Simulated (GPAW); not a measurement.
Crystal: GaN.

```
CELL_PARAMETERS angstrom
3.21154 0.00000 0.00000
-1.60577 2.78127 0.00000
0.00000 0.00000 10.35684
ATOMIC_POSITIONS crystal
Ga 0.00000 0.00000 0.78587
Ga 0.66667 0.33333 0.03735
Ga 0.33333 0.66667 0.53735
Ga 0.00000 0.00000 0.28587
N 0.00000 0.00000 0.09304
N 0.66667 0.33333 0.34375
N 0.00000 0.00000 0.59304
N 0.33333 0.66667 0.84374
```

The cell is a database's computed one.

* Program: GPAW 26.7.0
* Task: relaxation of cell and atoms
* Functional: PBE
* Dispersion: D4
* Potentials or basis: GPAW PAW data sets (gpaw-data 1.2.1)
* Cutoff: 800 eV
* Basis: pw
* k mesh: 6 × 6 × 2
* Occupations: fermi-dirac, width 0.05 eV
* Spin: no spin polarisation

At the start: pressure 0.3 GPa; volume 11.56 Å³/atom.

How do energy, volume and symmetry change on relaxing?

Over 17 steps the energy falls by 29.6 meV/atom and the volume is 11.14 Å³/atom (-3.7 %); space group P6_3mc (No. 186, to 0.05 Å).

The path:
```
step  energy change (eV)  largest force (eV/Å)  pressure (GPa)  volume (Å³)
   1              0.0000                0.7414            0.28        92.51
   2             -0.0241                0.6790           -0.22        92.52
   3             -0.1583                0.4922           -6.05        92.42
   4             -0.1749                0.2975           -4.88        92.28
   5             -0.1885                0.1159           -4.30        91.96
   6             -0.2121                0.3673           -2.90        90.84
   7             -0.2212                0.3900           -2.35        90.30
   8             -0.2330                0.1860           -0.88        89.27
   9             -0.2351                0.0969           -0.13        89.02
  10             -0.2357                0.0400            0.18        88.97
  11             -0.2358                0.0203            0.20        88.98
  12             -0.2360                0.0115            0.17        89.00
  13             -0.2361                0.0215            0.14        89.01
  14             -0.2364                0.0353            0.06        89.04
  15             -0.2367                0.0301            0.00        89.07
  16             -0.2367                0.0115           -0.02        89.09
  17             -0.2367                0.0015           -0.01        89.09
```

Final structure:
```yaml
crystal:
  lattice:
    - [3.14828, -0.00002, 0.00000]
    - [-1.57415, 2.72648, 0.00000]
    - [0.00000, 0.00000, 10.37930]
  atoms:
    - { symbol: Ga, position: [0.00000, 0.00000, 0.78205] }
    - { symbol: Ga, position: [0.66667, 0.33333, 0.02408] }
    - { symbol: Ga, position: [0.33333, 0.66667, 0.52408] }
    - { symbol: Ga, position: [0.00000, 0.00000, 0.28205] }
    - { symbol: N, position: [0.00000, 0.00000, 0.09419] }
    - { symbol: N, position: [0.66667, 0.33333, 0.35963] }
    - { symbol: N, position: [0.00000, 0.00000, 0.59419] }
    - { symbol: N, position: [0.33333, 0.66667, 0.85963] }
```

Caveat: the k mesh is coarse; the data sets keep Ga 3d, Li 1s and Be 1s frozen, and some such compounds lay over 1.5 % in volume off other programs; later steps reuse the first step's grids.
